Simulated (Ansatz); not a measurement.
## Quadrupolar parameters in SnS₂ at a changed volume

The cell is an entry of the Crystallography Open Database (COD), relaxed with PBE at fixed cell and then changed (volume scaled by 0.96, ions relaxed).

```xyz
3
Lattice="3.5563 0.0000 0.0000 -1.7781 3.0798 0.0000 0.0000 0.0000 5.3862" Properties=species:S:1:pos:R:3 pbc="T T T"
Sn    0.0000    0.0000    0.0000
S     1.7781    1.0266    3.8965
S     0.0000    2.0532    1.4897
```

Atoms are numbered from 1 in the order listed; like atoms form one site, named after its first atom.

Computed with Ansatz: DFT, PBE, plane waves and PAW, scalar-relativistic, 420 eV cutoff, Γ-centred 14×14×8 k-points, Fermi–Dirac smearing 0.02 eV.

C_Q = eQV_zz/h, which is 24.18 MHz for Q = 1 b and V_zz = 10²¹ V/m²; η = (V_xx − V_yy)/V_zz.

³³S: I = 3/2, Q = -69.40 mb. Nuclear quadrupole moments: year-2017 set (Pyykkö).

```tsv
site	atoms (order as listed)	first shell	V_zz (10²¹ V/m²)	η	C_Q (MHz)
Sn	1	6 S at 2.54 Å	0.51	0.00	–
S	2, 3	3 Sn at 2.54 Å	-2.52	0.00	4.23
```

An axis of threefold or higher order runs through Sn and S, so V_zz lies along it and η is zero.

Sn has no stable isotope with a ground-state quadrupole moment in the table, so no C_Q is given.

Without spin–orbit coupling (the program notes it for Sn) the gradients can shift somewhat, as the gap is small. At this changed cell the PBE pressure is 11 GPa.
